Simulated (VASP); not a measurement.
# Ga (Cmce) in VASP: electric field gradients with PBEsol

Aim: the electric field gradients of Ga with PBEsol.

All numbers are computed with VASP 6.6.1; they aren't measurements. Logs are shortened: lines on timing, memory, paths and dates and some standing lists are left out, and cuts for length are marked.

### 1 The crystal as given

Symmetry: Cmce, No. 64, orthorhombic system. The conventional cell has a = 4.523 Å, b = 7.661 Å, c = 4.524 Å, α = 90.00°, β = 90.00°, γ = 90.00°. Around Ga (site symmetry m) lie 7 Ga at 2.48 to 2.79 Å.

### 2 Electric field gradients, PBEsol

INCAR

```
  ALGO = Normal
  EDIFF = 1E-7
  ENCUT = 520
  GGA = PS
  ISIF = 2
  ISMEAR = -1
  LASPH = T
  LCHARG = F
  LEFG = T
  LREAL = F
  LWAVE = F
  NELM = 80
  PREC = Accurate
  SIGMA = 0.05
```

KPOINTS

```
k-points
0
Gamma
  9 9 7
```

POSCAR

```
Ga
1.0
    2.2615000000     -3.8305000000      0.0000000000
    2.2615000000      3.8305000000      0.0000000000
    0.0000000000      0.0000000000      4.5240000000
Ga
4
Direct
    0.8451000000      0.1549000000      0.0810000000
    0.6549000000      0.3451000000      0.5810000000
    0.1549000000      0.8451000000      0.9190000000
    0.3451000000      0.6549000000      0.4190000000
```

Potentials or basis: VASP PAW PBE potentials, release 64 (Ga_d).

Launch:

```console
> cat potpaw_PBE.64/Ga_d/POTCAR > POTCAR
> mpirun -np 1 vasp_std > vasp.out
```

OUTCAR:

```text
EDIFF = 1E-7
   ENCUT = 520
   GGA = PS
   ISIF = 2
   ISMEAR = -1
   LASPH = T
   LREAL = F
   NELM = 80
   PREC = Accurate

 ion  position               nearest neighbor table
   1  0.845  0.155  0.081-   3 2.48   2 2.69   2 2.69   4 2.73   4 2.73   3 2.79   3 2.79
   2  0.655  0.345  0.581-   4 2.48   1 2.69   1 2.69   3 2.73   3 2.73   4 2.79   4 2.79
   3  0.155  0.845  0.919-   1 2.48   4 2.69   4 2.69   2 2.73   2 2.73   1 2.79   1 2.79
   4  0.345  0.655  0.419-   2 2.48   3 2.69   3 2.69   1 2.73   1 2.73   2 2.79   2 2.79

  LATTYP: Found a base centered orthorhombic cell.
 ALAT       =     4.5230000000
 B/A-ratio  =     1.6937873093
 C/A-ratio  =     1.0002210922

  Lattice vectors:

 A1 = (   2.2615000000,  -3.8305000000,   0.0000000000)
 A2 = (   2.2615000000,   3.8305000000,   0.0000000000)
 A3 = (   0.0000000000,   0.0000000000,   4.5240000000)

Analysis of symmetry for initial positions (statically):
=====================================================================
 Subroutine PRICEL returns:
 Original cell was already a primitive cell.

 Routine SETGRP: Setting up the symmetry group for a
 base centered orthorhombic supercell.

 Subroutine GETGRP returns: Found  8 space group operations
 (whereof  4 operations were pure point group operations)
 out of a pool of  8 trial point group operations.

The static configuration has the point symmetry C_2h.
 The point group associated with its full space group is D_2h.

Analysis of symmetry for dynamics (positions and initial velocities):
=====================================================================
 Subroutine PRICEL returns:
 Original cell was already a primitive cell.

 Routine SETGRP: Setting up the symmetry group for a
 base centered orthorhombic supercell.

 Subroutine GETGRP returns: Found  8 space group operations
 (whereof  4 operations were pure point group operations)
 out of a pool of  8 trial point group operations.

The dynamic configuration has the point symmetry C_2h.
 The point group associated with its full space group is D_2h.

 Subroutine INISYM returns: Found  8 space group operations
 (whereof  4 operations are pure point group operations),
 and found     1 'primitive' translations

[... 145 lines left out ...]
  energy without entropy =      -13.39148204  energy(sigma->0) =      -13.39458595

 E-fermi :   4.8719     XC(G=0): -10.8033

 val. band max:        4.8445562565   @ k =  -0.4444   0.2222   0.0000
 cond. band min:       4.8770475468   @ k =   0.2222   0.2222   0.0000
 fundamental gap:      0.0324912902
 Fermi energy:         4.8719092283

 k-point     1 :       0.0000    0.0000    0.0000
  band No.  band energies     occupation
      1     -10.2177      2.00000
      2     -10.2153      2.00000
      3     -10.1903      2.00000
      4     -10.1693      2.00000
      5     -10.1392      2.00000
      6     -10.1148      2.00000
[... 805 lines left out ...]
     30       7.7630      0.00000
     31      10.0696      0.00000

 [... further k-points ...]

------------------------ aborting loop because EDIFF is reached ----------------------------------------

  FORCE on cell =-STRESS in cart. coord.  units (eV):
  Direction    XX          YY          ZZ          XY          YZ          ZX
  --------------------------------------------------------------------------------------
  -------------------------------------------------------------------------------------
  Total       -0.6933989     -0.5652356     -0.9344236      0.0000000      0.0000000      0.0000000
  in kB      -14.1738904    -11.5540819    -19.1007189      0.0000000      0.0000000      0.0000000
  external PRESSURE =     -14.9428971 kB  Pullay stress =       0.0000000 kB

 VOLUME and BASIS-vectors are now :
 -----------------------------------------------------------------------------
  energy-cutoff  :      520.00
  volume of cell :       78.38
      direct lattice vectors                 reciprocal lattice vectors
     2.261500000 -3.830500000  0.000000000     0.221092195 -0.130531262  0.000000000
     2.261500000  3.830500000  0.000000000     0.221092195  0.130531262  0.000000000
     0.000000000  0.000000000  4.524000000     0.000000000  0.000000000  0.221043324

 POSITION                                       TOTAL-FORCE (eV/Angst)
 -----------------------------------------------------------------------------------
      2.26150     -2.64381      0.36644         0.000000      0.111073      0.042080
      2.26150     -1.18669      2.62844         0.000000     -0.111073      0.042080
      2.26150      2.64381      4.15756         0.000000     -0.111073     -0.042080
      2.26150      1.18669      1.89556         0.000000      0.111073     -0.042080
 -----------------------------------------------------------------------------------
    total drift:                               -0.000000     -0.000000      0.000000

  FREE ENERGIE OF THE ION-ELECTRON SYSTEM (eV)
  ---------------------------------------------------
  free  energy   TOTEN  =       -13.3976898585 eV

  energy  without entropy=      -13.3914820406  energy(sigma->0) =      -13.39458595

 Electric field gradients (V/A^2)
---------------------------------------------------------------------
 ion       V_xx      V_yy      V_zz      V_xy      V_xz      V_yz
---------------------------------------------------------------------
   1      24.991   -33.532     8.541    -0.000    -0.000   -23.609
   2      24.991   -33.532     8.541    -0.000     0.000    23.609
   3      24.991   -33.532     8.541    -0.000    -0.000   -23.609
   4      24.991   -33.532     8.541    -0.000     0.000    23.609
---------------------------------------------------------------------

 Electric field gradients after diagonalization (V/A^2)
 (convention: |V_zz| > |V_xx| > |V_yy|)
----------------------------------------------------------------------
 ion       V_xx      V_yy      V_zz     asymmetry (V_yy - V_xx)/ V_zz
----------------------------------------------------------------------
   1      24.991    19.126   -44.117       0.133
   2      24.991    19.126   -44.117       0.133
   3      24.991    19.126   -44.117       0.133
   4      24.991    19.126   -44.117       0.133
----------------------------------------------------------------------

           NMR quadrupolar parameters

 Cq : quadrupolar parameter    Cq=e*Q*V_zz/h
 eta: asymmetry parameters     (V_yy - V_xx)/ V_zz
 Q  : nuclear electric quadrupole moment in mb (millibarn)
----------------------------------------------------------------------
 ion       Cq(MHz)       eta       Q (mb)
----------------------------------------------------------------------
   1      -0.107       0.133       1.000
   2      -0.107       0.133       1.000
   3      -0.107       0.133       1.000
   4      -0.107       0.133       1.000
----------------------------------------------------------------------
```

Run time: 2.4 min. Hardware: 1 thread of Intel Xeon Platinum 8375C at 2.90GHz (Ice Lake), shared host; peak memory 0.32 GiB.

What came out:

```yaml
Free_energy: -13.3977 eV
Pressure: -1.5 GPa
Largest_force: 0.119 eV/Å
Band_gap_on_the_k_mesh: none (metal or under the smearing width)
```

Forces in eV/Å, atoms in the order of the input:
```
Ga   0.000  0.111  0.042
Ga   0.000 -0.111  0.042
Ga   0.000 -0.111 -0.042
Ga   0.000  0.111 -0.042
```

Stress tensor (GPa, compression positive):
```
-1.42  0.00  0.00
 0.00 -1.16  0.00
 0.00  0.00 -1.91
```

Electric field gradients, principal values (V/Å²):
| atom | Vxx | Vyy | Vzz |
| --- | --- | --- | --- |
| 1 Ga | 19.126 | 24.991 | -44.117 |
| 2 Ga | 19.126 | 24.991 | -44.117 |
| 3 Ga | 19.126 | 24.991 | -44.117 |
| 4 Ga | 19.126 | 24.991 | -44.117 |

Caveat: the PAW data sets were made with another functional, which shifts forces and pressure a little.
